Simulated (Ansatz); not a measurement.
**AlN (rocksalt type): a single-point run**

The task is a single-point run on AlN (rocksalt type). The structure is shown as the input types it.

Method: DFT, PBEsol, PAW with Ansatz's default frozen-core files, scalar-relativistic, in Ansatz 0.2.0.

**1. Starting point**

It takes space group Fm-3m (No. 225, cubic). Conventional cell: a = 3.755 Å, b = 3.755 Å, c = 3.755 Å, α = 90.00°, β = 90.00°, γ = 90.00°. Al (site symmetry m-3m) is surrounded by 6 N at 1.88 Å. N (site symmetry m-3m) is surrounded by 6 Al at 1.88 Å.

As a file:

```cif
data_structure
_symmetry_space_group_name_H-M 'Fm-3m'
_symmetry_Int_Tables_number 225
_cell_length_a 3.7553
_cell_length_b 3.7553
_cell_length_c 3.7553
_cell_angle_alpha 90.000
_cell_angle_beta 90.000
_cell_angle_gamma 90.000
_cell_volume 52.96
loop_
_atom_site_label
_atom_site_type_symbol
_atom_site_symmetry_multiplicity
_atom_site_Wyckoff_symbol
_atom_site_fract_x
_atom_site_fract_y
_atom_site_fract_z
_atom_site_occupancy
Al1 Al 4 a 0.00000 0.00000 0.00000 1
N1 N 4 b 0.50000 0.00000 0.00000 1
```

**2. Input and run**

The input, input.yaml:

```yaml
crystal:
  lattice:
    - [0.0, 1.8776260081, 1.8776260081]
    - [1.8776260081, 0.0, 1.8776260081]
    - [1.8776260081, 1.8776260081, 0.0]
  atoms:
    - { symbol: Al, position: [0.0, 0.0, 0.0] }
    - { symbol: "N", position: [0.5, 0.5, 0.5] }
kpoints:
  mp_grid: { grid: [17, 17, 17] }
scf:
  occupations: { method: fermi_dirac, width: 0.1 }
  max_iter: 80
hamiltonian:
  xc: pbesol
  pseudopotentials: { kind: paw }
output:
  forces: true
  stress: true
  eigenvalues: true
  populations: true
basis:
  ecutrho_ratio: 2
```

The run is started by

```sh
$ ansatz run input.yaml --threads 1 --pin off --max-ram 2048MiB --backend cpu --events-out ev --progress --plain --runs-dir out
```

Q: Will this input give a usable result? If not, why, and what should change?

This run ends as converged, with warnings (cutoff below recommended). It gives a pressure of 91 GPa, which is large; a structure far from rest gives such values too, whatever the setting.

The suspect setting: basis.ecutrho_ratio is 2. The density cutoff must be at least four times the energy cutoff of the waves.

To check: delete basis.ecutrho_ratio (the default then holds).
